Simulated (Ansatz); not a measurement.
Consider the ligand exchange at a B–C bond: `BC([SiH3])BCl` + `CC(=O)O` → `CC(=O)OBCl` + `BC[SiH3]`.

Computed with Ansatz on PBE0-D4/def2-TZVP structures; ΔE is electronic, products minus reactants. CCSD(T)/CBS adds triple-zeta CCSD(T) − MP2 to the extrapolated MP2 energy (def2 sets, frozen cores). Functionals use def2-TZVPP. B3LYP here is the variant with VWN-RPA as its local correlation; programs differ in this. One conformer a species, not always the lowest.

(1) Is it downhill or uphill in electronic energy at CCSD(T)/CBS, and by how much? (Estimate.)

(2) What do these levels give: PBE-D4, r2SCAN-D4, B3LYP-D4, ωB97M-V, HF/def2-QZVPP, CCSD/CBS(def2)? (Best estimate.)

Largest T1 diagnostic among the species: 0.015.

Answers

(1) Ansatz gave: Downhill: ΔE = -15.6 kcal/mol.

(2) Ansatz gave: PBE-D4 -13.1, r2SCAN-D4 -15.1, B3LYP-D4 -17.3, ωB97M-V -15.8, HF/def2-QZVPP -22.8, CCSD/CBS(def2) -16.5 kcal/mol.

The D4 term adds +1.4 kcal/mol with B3LYP and +0.7 kcal/mol with PBE0; it sums over pairs of atoms, weighted by their polarisabilities, and B3LYP, whose exchange is more repulsive, gets the larger term. In def2-TZVPP, CCSD(T) changes the Hartree–Fock value by +6.3 kcal/mol (the triples alone add +0.9 kcal/mol) and MP2 by +7.4 kcal/mol.
